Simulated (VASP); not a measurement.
A run of VASP 6.6.1 is set up as follows.

File INCAR:

```
SYSTEM = InP
PREC = Accurate
ENCUT = 520
EDIFF = 1E-6
ISMEAR = 0
SIGMA = 0.05
LREAL = .FALSE.
LASPH = .TRUE.
NELM = 80
ALGO = Normal
ISIF = 2
LWAVE = .FALSE.
LCHARG = .FALSE.
GGA = RP
```

Contents of KPOINTS:

```
regular mesh
0
G
  8 8 8
  0 0 0
```

File POSCAR:

```
InP
1.0
    0.0000000000      2.9305000000      2.9305000000
    2.9305000000      0.0000000000      2.9305000000
    2.9305000000      2.9305000000      0.0000000000
In P
1 1
Cartesian
    0.0000000000      0.0000000000      0.0000000000
    4.3957500000      4.3957500000      4.3957500000
```

Potentials or basis: VASP PAW PBE potentials, release 64 (In_d, P).

The run is started by

```sh
$ cat potpaw_PBE.64/In_d/POTCAR potpaw_PBE.64/P/POTCAR > POTCAR
$ mpirun -np 1 vasp_std > vasp.out
```

**Question.** What does it give for the band gap on the k mesh?

**Answer.** 0.84 eV, direct.

**Question.** What does it give for the pressure?

**Answer.** 5.1 GPa.

Caveat: the PAW data sets were made with another functional, which shifts forces and pressure a little; spin-orbit coupling is left out, which moves the levels of the heavy elements.

**Experimental background.**

A printed reference work, data compilation reports, for a bulk crystal of InP at 1.6 K: band gap 1.4236 eV (direct).

Against the measured gap of InP, 1.4236 eV (direct; 1.6 K; a printed reference work, data compilation), the calculated 0.84 eV is off by -0.58 eV. Spin-orbit coupling on In is left out. The value is that of RPBE, without temperature or zero-point motion. Semilocal functionals fall short of measured gaps as a rule.
